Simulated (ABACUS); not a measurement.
An input for ABACUS 3.10.1 (Cu):

The input INPUT:

```
INPUT_PARAMETERS
suffix              Cu
calculation         scf
basis_type          lcao
pseudo_dir          ./
orbital_dir         ./
symmetry            1
dft_functional      pbe
ecutwfc             100
pseudo_rcut         7
nspin               1
nbands              10
ks_solver           genelpa
smearing_method     fd
smearing_sigma      0.00367493
scf_thr             1e-07
scf_nmax            100
mixing_type         broyden
mixing_beta         0.7
cal_force           1
cal_stress          1
out_mul             1
```

Contents of STRU:

```
ATOMIC_SPECIES
Cu 63.5460 Cu.upf

NUMERICAL_ORBITAL
Cu_confined-atom_7au_2s1p1d.orb

LATTICE_CONSTANT
1.8897261246

LATTICE_VECTORS
-0.0044255800 1.7884307700 1.8385346600
1.8229069400 -0.0174867600 1.8515958300
1.7828182100 1.7614032200 0.0226019700

ATOMIC_POSITIONS
Direct

Cu
0.0
1
0.0000000000 0.0000000000 0.0000000000 1 1 1
```

Contents of KPT:

```
K_POINTS
0
Gamma
9 8 9 0 0 0
```

Potentials or basis: PseudoDojo NC SR 0.4.1 PBE standard, SZ LCAO (the cutoffs set its grid).

Run with:

```bash
$ OMP_NUM_THREADS=1 mpirun -np 4 abacus > log
```

Q: What does the program do with it?

A: The run stopped without a result. It printed:

running log:

```text
ABACUS v3.10.1

               Atomic-orbital Based Ab-initio Computation at UStc

 ------------------------------------------------------------------------------------

 READING GENERAL INFORMATION
                           global_out_dir = OUT.Cu/
                           global_in_card = INPUT
                               pseudo_dir = ./
[... 55 lines left out ...]
            AUTOSET number of electrons:  = 19
                           occupied bands = 10
 !!!!!!!!!!!!!!!!!!!!!!!!!!!!!!!!!!!!!!!!!!!!!!!!!!!!!!!!!
                         NOTICE
 !!!!!!!!!!!!!!!!!!!!!!!!!!!!!!!!!!!!!!!!!!!!!!!!!!!!!!!!!

 for smearing, num. of bands > num. of occupied bands
 CHECK IN FILE : OUT.Cu/warning.log

 !!!!!!!!!!!!!!!!!!!!!!!!!!!!!!!!!!!!!!!!!!!!!!!!!!!!!!!!!
                         NOTICE
 !!!!!!!!!!!!!!!!!!!!!!!!!!!!!!!!!!!!!!!!!!!!!!!!!!!!!!!!!
 Check in file : OUT.Cu/warning.log
```

On the terminal:

```text
ABACUS v3.10.1

               Atomic-orbital Based Ab-initio Computation at UStc

 !!!!!!!!!!!!!!!!!!!!!!!!!!!!!!!!!!!!!!!!!!!!!!!!!!!!!!!!!
                         NOTICE
 !!!!!!!!!!!!!!!!!!!!!!!!!!!!!!!!!!!!!!!!!!!!!!!!!!!!!!!!!

 for smearing, num. of bands > num. of occupied bands
 CHECK IN FILE : OUT.Cu/warning.log

 !!!!!!!!!!!!!!!!!!!!!!!!!!!!!!!!!!!!!!!!!!!!!!!!!!!!!!!!!
                         NOTICE
 !!!!!!!!!!!!!!!!!!!!!!!!!!!!!!!!!!!!!!!!!!!!!!!!!!!!!!!!!
```
